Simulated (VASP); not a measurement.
# Sn2Ge (P-3m1) in VASP: relaxation of cell and atoms with PBE

Aim: the relaxation of cell and atoms of Sn2Ge with PBE.

All numbers are computed with VASP 6.6.1; they aren't measurements. Logs are shortened: lines on timing, memory, paths and dates and some standing lists are left out, and cuts for length are marked.

## Step 1: The crystal as given

It takes space group P-3m1 (No. 164, trigonal). The conventional cell has a = 4.390 Å, b = 4.390 Å, c = 10.760 Å, α = 90.00°, β = 90.00°, γ = 120.00°. Sn (site symmetry 3m) has 4 Sn at 2.69 Å as nearest neighbours. Sn (site symmetry 3m) is surrounded by 3 Sn at 2.69 Å and 1 Ge at 2.69 Å. Around Ge (site symmetry 3m) lie 3 Ge at 2.69 Å and 1 Sn at 2.69 Å.

The cell was built by a generator and needn't be a form met in nature.

## Step 2: Relaxation of cell and atoms, PBE

File INCAR:

```
SYSTEM = Sn2Ge
ALGO = Fast ; EDIFF = 1E-4
EDIFFG = -0.08 ; ENCUT = 520
GGA = PE ; IBRION = 2
ISIF = 3 ; ISMEAR = 0
LASPH = .True. ; LCHARG = .False.
LREAL = .False. ; LWAVE = .False.
NELM = 60 ; NSW = 24
PREC = Normal ; SIGMA = 0.15
```

File KPOINTS:

```
k-points
0
Gamma
  5 5 2
  0 0 0
```

File POSCAR:

```
Sn2Ge
1.0
    4.3900000000      0.0000000000      0.0000000000
   -2.1950000000      3.8018515200      0.0000000000
    0.0000000000      0.0000000000     10.7600000000
Sn Ge
4 2
Direct
    0.0000000000      0.0000000000      0.8750000000
    0.3333333300      0.6666666700      0.7917000000
    0.0000000000      0.0000000000      0.1250000000
    0.6666666700      0.3333333300      0.2083000000
    0.3333333300      0.6666666700      0.5417000000
    0.6666666700      0.3333333300      0.4583000000
```

Potentials or basis: VASP PAW PBE potentials, release 64 (Sn_d, Ge_d).

The run is started by

```sh
cat potpaw_PBE.64/Sn_d/POTCAR potpaw_PBE.64/Ge_d/POTCAR > POTCAR
mpirun -np 1 vasp_std > vasp.out
```

OUTCAR:

```text
SYSTEM = Sn2Ge
   EDIFF = 1E-4
   EDIFFG = -0.08
   ENCUT = 520
   GGA = PE
   IBRION = 2
   ISIF = 3
   ISMEAR = 0
   LASPH = .True.
   LREAL = .False.
   NELM = 60
   NSW = 24
   PREC = Normal

 ion  position               nearest neighbor table
   1  0.000  0.000  0.875-   2 2.69   2 2.69   2 2.69   3 2.69
   2  0.333  0.667  0.792-   1 2.69   1 2.69   1 2.69   5 2.69
   3  0.000  0.000  0.125-   4 2.69   4 2.69   4 2.69   1 2.69
   4  0.667  0.333  0.208-   3 2.69   3 2.69   3 2.69   6 2.69
   5  0.333  0.667  0.542-   6 2.69   6 2.69   6 2.69   2 2.69
   6  0.667  0.333  0.458-   5 2.69   5 2.69   5 2.69   4 2.69

  LATTYP: Found a hexagonal cell.
 ALAT       =     4.3900000000
 C/A-ratio  =     2.4510250569

  Lattice vectors:

 A1 = (   4.3900000000,   0.0000000000,   0.0000000000)
 A2 = (  -2.1950000000,   3.8018515200,   0.0000000000)
 A3 = (   0.0000000000,   0.0000000000,  10.7600000000)

Analysis of symmetry for initial positions (statically):
=====================================================================
 Subroutine PRICEL returns:
 Original cell was already a primitive cell.

 Routine SETGRP: Setting up the symmetry group for a
 hexagonal supercell.

 Subroutine GETGRP returns: Found 12 space group operations
 (whereof 12 operations were pure point group operations)
 out of a pool of 24 trial point group operations.

The static configuration has the point symmetry D_3d.

Analysis of symmetry for dynamics (positions and initial velocities):
=====================================================================
 Subroutine PRICEL returns:
 Original cell was already a primitive cell.

 Routine SETGRP: Setting up the symmetry group for a
 hexagonal supercell.

 Subroutine GETGRP returns: Found 12 space group operations
 (whereof 12 operations were pure point group operations)
 out of a pool of 24 trial point group operations.

The dynamic configuration has the point symmetry D_3d.

 Subroutine INISYM returns: Found 12 space group operations
 (whereof 12 operations are pure point group operations),
 and found     1 'primitive' translations

----------------------------------------------------------------------------------------

                                     Primitive cell

  volume of cell :     179.5858

  direct lattice vectors                    reciprocal lattice vectors
     4.390000000  0.000000000  0.000000000     0.227790433  0.131514868  0.000000000
    -2.195000000  3.801851520  0.000000000     0.000000000  0.263029736  0.000000000
     0.000000000  0.000000000 10.760000000     0.000000000  0.000000000  0.092936803

  length of vectors
     4.390000000  4.389999998 10.760000000     0.263029735  0.263029736  0.092936803

  position of ions in fractional coordinates (direct lattice)
     0.000000000  0.000000000  0.875000000
     0.333333330  0.666666670  0.791700000
     0.000000000  0.000000000  0.125000000
     0.666666670  0.333333330  0.208300000
     0.333333330  0.666666670  0.541700000
     0.666666670  0.333333330  0.458300000

  ion indices of the primitive-cell ions
   primitive index   ion index
                 1           1
                 2           2
                 3           3
                 4           4
                 5           5
                 6           6

----------------------------------------------------------------------------------------

 KPOINTS: k-points

Automatic generation of k-mesh.
 Grid dimensions read from file:
 generate k-points for:    5    5    2

 Generating k-lattice:

  Cartesian coordinates                     Fractional coordinates (reciprocal lattice)
     0.045558087  0.026302974  0.000000000     0.200000000  0.000000000  0.000000000
     0.000000000  0.052605947  0.000000000     0.000000000  0.200000000  0.000000000
     0.000000000  0.000000000  0.046468401     0.000000000  0.000000000  0.500000000

  Length of vectors
     0.052605947  0.052605947  0.046468401

  Shift w.r.t. Gamma in fractional coordinates (k-lattice)
     0.000000000  0.000000000  0.000000000

 Subroutine IBZKPT returns following result:
 ===========================================

 Found     10 irreducible k-points:

 Following reciprocal coordinates:
            Coordinates               Weight
  0.000000  0.000000  0.000000      1.000000
  0.200000 -0.000000  0.000000      6.000000
  0.400000 -0.000000  0.000000      6.000000
  0.200000  0.200000  0.000000      6.000000
  0.400000  0.200000  0.000000      6.000000
  0.000000  0.000000  0.500000      1.000000
  0.200000 -0.000000  0.500000      6.000000
  0.400000 -0.000000  0.500000      6.000000
  0.200000  0.200000  0.500000      6.000000
  0.400000  0.200000  0.500000      6.000000
   k-points           NKPTS =     10   k-points in BZ     NKDIM =     10   number of bands    NBANDS=     50
   number of dos      NEDOS =    301   number of ions     NIONS =      6
   total plane-waves  NPLWV =  34560
   dimension x,y,z NGX =    24 NGY =   24 NGZ =   60
   dimension x,y,z NGXF=    48 NGYF=   48 NGZF=  120
   ions per type =               4   2
   NGX,Y,Z   is equivalent  to a cutoff of   9.09,  9.09,  9.27 a.u.
   NGXF,Y,Z  is equivalent  to a cutoff of  18.18, 18.18, 18.54 a.u.
 SYSTEM =  Sn2Ge
   PREC   = normal    normal or accurate (medium, high low for compatibility)
   ISTART =      0    job   : 0-new  1-cont  2-samecut
   ICHARG =      2    charge: 1-file 2-atom 10-const
   ISPIN  =      1    spin polarized calculation?
   LNONCOLLINEAR =      F non collinear calculations
   LSORBIT =      F    spin-orbit coupling
   LASPH  =      T    aspherical Exc in radial PAW
   ENCUT  =  520.0 eV  38.22 Ry    6.18 a.u.   8.16  8.16 20.01*2*pi/ulx,y,z
   NELM   =     60;   NELMIN=  2; NELMDL= -5     # of ELM steps
   EDIFF  = 0.1E-03   stopping-criterion for ELM
   LREAL  =      F    real-space projection
   EDIFFG = -.8E-01   stopping-criterion for IOM
   NSW    =     24    number of steps for IOM
   IBRION =      2    ionic relax: 0-MD 1-quasi-New 2-CG
   NFREE  =      1    steps in history (QN), initial steepest desc. (CG)
   ISIF   =      3    stress and relaxation
   ISYM   =      2    0-nonsym 1-usesym 2-fastsym
   POTIM  = 0.5000    time-step for ionic-motion
   TEBEG  =    0.0;   TEEND  =   0.0 temperature during run
   PSTRESS=    0.0 pullay stress
   NELECT =      84.0000    total number of electrons
   NUPDOWN=      -1.0000    fix difference up-down
   EMIN   =  10.00;   EMAX   =-10.00  energy-range for DOS
   EFERMI =   0.00;   METHOD = LEGACY
   ISMEAR =     0;   SIGMA  =   0.15  broadening in eV -4-tet -1-fermi 0-gaus
   EFERMI_NEDOS =   21; number of points for ismear=-14 and -15
   IALGO  =     68    algorithm
   IMIX   =      4    mixing-type and parameters
     AMIX     =   0.40;   BMIX     =  1.00
     AMIX_MAG =   1.60;   BMIX_MAG =  1.00
  volume/ion in A,a.u.               =      29.93       201.98
  Fermi-wavevector in a.u.,A,eV,Ry     =   1.270800  2.401464 21.972500  1.614933
  Thomas-Fermi vector in A             =   2.403768
   LORBIT       =      0    0 simple, 1 ext, 2 COOP (PROOUT), +10 PAW based schemes
   GGA     = PE    functional components
   LHFCALC =     F    Hartree Fock is set to
   AEXX    =    0.0000 exact exchange contribution
   IVDW    =     0    specifies the selected vdW correction
   LEPSILON=     F    determine dielectric tensor
   LRPA    =     F    only Hartree local field effects (RPA)
 conjugate gradient relaxation of ions
 non-spin polarized calculation
 RMM-DIIS sequential band-by-band and
 Gauss-broadening in eV      SIGMA  =   0.15
  energy-cutoff  :      520.00
  volume of cell :      179.59
 maximum number of plane-waves:      4859
   NGX = 17   NGY = 17   NGZ = 41

--------------------------------------- Ionic step        1  -------------------------------------------

 number of electron      83.9999938 magnetization

 Free energy of the ion-electron system (eV)
  ---------------------------------------------------
  ext. energy  EPLUGINS =         0.00000000
  ---------------------------------------------------
  free energy    TOTEN  =       -23.26711169 eV

  energy without entropy =      -23.25984412  energy(sigma->0) =      -23.26347791

------------------------ aborting loop because EDIFF is reached ----------------------------------------

  FORCE on cell =-STRESS in cart. coord.  units (eV):
  Direction    XX          YY          ZZ          XY          YZ          ZX
  --------------------------------------------------------------------------------------
  -------------------------------------------------------------------------------------
  Total        6.4837259      6.4837259      4.3688149      0.0000000     -0.0000000     -0.0000000
  in kB       57.8446620     57.8446619     38.9764502      0.0000000     -0.0000000     -0.0000000
  external PRESSURE =      51.5552580 kB  Pullay stress =       0.0000000 kB
[... 101 lines left out ...]
  FREE ENERGIE OF THE ION-ELECTRON SYSTEM (eV)
  ---------------------------------------------------
  free  energy   TOTEN  =       -23.6148031178 eV

  energy  without entropy=      -23.5981602822  energy(sigma->0) =      -23.60648170

 E-fermi :   4.9402     XC(G=0):  -8.9779

 val. band max:        4.7623892703   @ k =   0.2000  -0.0000   0.5000
 cond. band min:       4.9623739779   @ k =   0.4000  -0.0000   0.5000
 fundamental gap:      0.1999847076
 Fermi energy:         4.9401765446

 k-point     1 :       0.0000    0.0000    0.0000
  band No.  band energies     occupation
      1     -19.8132      2.00000
      2     -19.8132      2.00000
      3     -19.7888      2.00000
      4     -19.7845      2.00000
      5     -19.7845      2.00000
      6     -19.7395      2.00000
[... 519 lines left out ...]
     49       9.2429      0.00000
     50       9.4289      0.00000

[... ionic steps 4 to 20 ...]

--------------------------------------- Ionic step       21  -------------------------------------------

 number of electron      84.0000337 magnetization

------------------------ aborting loop because EDIFF is reached ----------------------------------------

  FORCE on cell =-STRESS in cart. coord.  units (eV):
  Direction    XX          YY          ZZ          XY          YZ          ZX
  --------------------------------------------------------------------------------------
  -------------------------------------------------------------------------------------
  Total       -0.4463915     -0.4463915     -0.6693194      0.0000000      0.0000000     -0.0000000
  in kB       -3.6250660     -3.6250660     -5.4354245      0.0000000      0.0000000     -0.0000000
  external PRESSURE =      -4.2285188 kB  Pullay stress =       0.0000000 kB
[... 65 lines left out ...]
  energy  without entropy=      -23.8074260516  energy(sigma->0) =      -23.81612538

--------------------------------------- Ionic step       23  -------------------------------------------

 number of electron      84.0000339 magnetization

 Free energy of the ion-electron system (eV)
  ---------------------------------------------------
  ext. energy  EPLUGINS =         0.00000000
  ---------------------------------------------------
  free energy    TOTEN  =       -23.82541471 eV

  energy without entropy =      -23.80800558  energy(sigma->0) =      -23.81671014

 E-fermi :   4.5590     XC(G=0):  -8.8126

 val. band max:        4.3933542838   @ k =   0.2000  -0.0000   0.5000
 cond. band min:       4.5622578767   @ k =   0.4000  -0.0000   0.5000
 fundamental gap:      0.1689035929
 Fermi energy:         4.5589930466

 k-point     1 :       0.0000    0.0000    0.0000
  band No.  band energies     occupation
      1     -20.1334      2.00000
      2     -20.1334      2.00000
      3     -20.1092      2.00000
      4     -20.1070      2.00000
      5     -20.1070      2.00000
      6     -20.0645      2.00000
[... 552 lines left out ...]
  FREE ENERGIE OF THE ION-ELECTRON SYSTEM (eV)
  ---------------------------------------------------
  free  energy   TOTEN  =       -23.8254147064 eV

  energy  without entropy=      -23.8080055759  energy(sigma->0) =      -23.81671014

 reached required accuracy - stopping structural energy minimisation
```

Wall time 9.2 min (1 thread of Intel Xeon Platinum 8375C at 2.90GHz (Ice Lake), shared host); peak memory 0.24 GiB.

What came out:

* Free energy: -23.8254 eV
* Relaxed volume: 32.83 Å³/atom
* Relaxed cell: a = 4.534 Å, b = 4.534 Å, c = 11.062 Å, α = 90.00°, β = 90.00°, γ = 120.00°
* Space group after relaxing (to 0.05 Å): P-3m1 (No. 164)
* Energy gained by relaxing: 93.1 meV/atom
* Ionic steps: 23
* Pressure after relaxing: -0.2 GPa
* Largest force after relaxing: 0.055 eV/Å
* Band gap on the k mesh: none (metal or under the smearing width)

Forces on the atoms (eV/Å):
```
Sn   0.000  0.000 -0.037
Sn   0.000  0.000  0.055
Sn   0.000  0.000  0.037
Sn   0.000  0.000 -0.055
Ge   0.000  0.000 -0.004
Ge   0.000  0.000  0.004
```

Step by step:
| step | energy change (eV) | largest force (eV/Å) | pressure (GPa) | volume (Å³) |
| --- | --- | --- | --- | --- |
| 1 | 0.0000 | 1.1667 | 5.16 | 179.59 |
| 2 | -0.3870 | 0.4437 | 0.36 | 205.78 |
| 3 | -0.3477 | 0.3563 | -1.33 | 210.25 |
| 4 | -0.3724 | 0.4359 | -3.44 | 207.75 |
| 5 | -0.3832 | 0.4695 | -1.09 | 206.33 |
| 6 | -0.4740 | 0.5024 | -0.55 | 199.39 |
| 7 | -0.4941 | 0.5459 | -1.06 | 195.85 |
| 8 | -0.4702 | 0.6438 | 0.43 | 188.91 |
| 9 | -0.4855 | 0.2160 | 3.28 | 185.81 |
| 10 | -0.4874 | 0.4193 | 1.03 | 186.93 |
| 11 | -0.4875 | 0.2929 | 2.51 | 186.42 |
| 12 | -0.5163 | 0.1116 | 2.05 | 187.85 |
| 13 | -0.5274 | 0.2284 | 1.53 | 189.70 |
| 14 | -0.5477 | 0.1212 | 1.15 | 191.78 |
| 15 | -0.5557 | 0.1656 | 0.42 | 197.36 |
| 16 | -0.5501 | 0.2145 | -1.18 | 198.48 |
| 17 | -0.5550 | 0.1274 | -0.04 | 197.53 |
| 18 | -0.5566 | 0.0887 | -0.41 | 197.44 |
| 19 | -0.5577 | 0.0321 | -0.31 | 197.27 |
| 20 | -0.5576 | 0.0736 | -0.37 | 197.32 |
| 21 | -0.5577 | 0.0234 | -0.42 | 197.29 |
| 22 | -0.5577 | 0.0311 | -0.42 | 197.28 |
| 23 | -0.5583 | 0.0552 | -0.20 | 196.95 |

Final structure:
```
Sn Ge
1.0
     4.53419    0.00000    0.00000
    -2.26709    3.92672    0.00000
     0.00000    0.00000   11.06202
Sn Ge
4 2
Direct
  0.00000 0.00000 0.87071
  0.33333 0.66667 0.77353
  0.00000 0.00000 0.12929
  0.66667 0.33333 0.22647
  0.33333 0.66667 0.52936
  0.66667 0.33333 0.47064
```

Caveat: the relaxation stopped at a loose force limit of 0.08 eV/Å, so its end isn't a converged minimum.
